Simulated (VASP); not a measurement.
Write the native input for VASP 6.6.1 that does the following.

```
Task                   : relaxation of cell and atoms
Functional             : PBE
Potentials or basis    : VASP PAW PBE potentials, release 64 (Tl_d)
Cutoff                 : 520 eV
k mesh                 : 16 × 16 × 16
Occupations            : gaussian, width 0.1 eV
Spin                   : no spin polarisation
Further INCAR settings : ALGO = Normal; EDIFF = 1e-07; IBRION = 2; POTIM = 0.3; EDIFFG = -0.005; NSW = 60; ISIF = 3
```

The structure of Tl lies in POSCAR:

```
Tl                                      
1.0
   -1.9847973472      1.9847973472      1.9847973472
    1.9847973472     -1.9847973472      1.9847973472
    1.9847973472      1.9847973472     -1.9847973472
  Tl            
     1
Direct
     0.0000000000000000    0.0000000000000000    0.0000000000000000
```

This isn't the form of Tl at room conditions, which is hcp.

These files were run (other wordings do the same):

INCAR

```
SYSTEM = Tl
ALGO = Normal ; EDIFF = 1E-7
EDIFFG = -0.005 ; ENCUT = 520
GGA = PE ; IBRION = 2
ISIF = 3 ; ISMEAR = 0
LASPH = .TRUE. ; LCHARG = .FALSE.
LREAL = .FALSE. ; LWAVE = .FALSE.
NELM = 120 ; NSW = 60
POTIM = 0.3 ; PREC = Accurate
SIGMA = 0.1
```

KPOINTS

```
k-points
0
G
  16 16 16
  0 0 0
```

Potentials or basis: VASP PAW PBE potentials, release 64 (Tl_d).

Command:

```bash
$ cat potpaw_PBE.64/Tl_d/POTCAR > POTCAR
$ mpirun -np 1 vasp_std > vasp.out
```

Results of the run:

The relaxed volume is 31.29 Å³/atom. The relaxed cell is a = 3.438 Å, b = 3.438 Å, c = 3.438 Å, α = 109.47°, β = 109.47°, γ = 109.47°. The space group after relaxing (to 0.05 Å) is Im-3m (No. 229). The energy gained by relaxing is 0.0 meV/atom and the ionic steps are 2. The pressure after relaxing is 0.0 GPa and the band gap on the k mesh is none (metal or under the smearing width).

It took 38 s on 1 thread of Intel(R) Xeon(R) Platinum 8375C CPU @ 2.90GHz (Ice Lake), with other jobs on the host, peak memory 0.2 GiB.
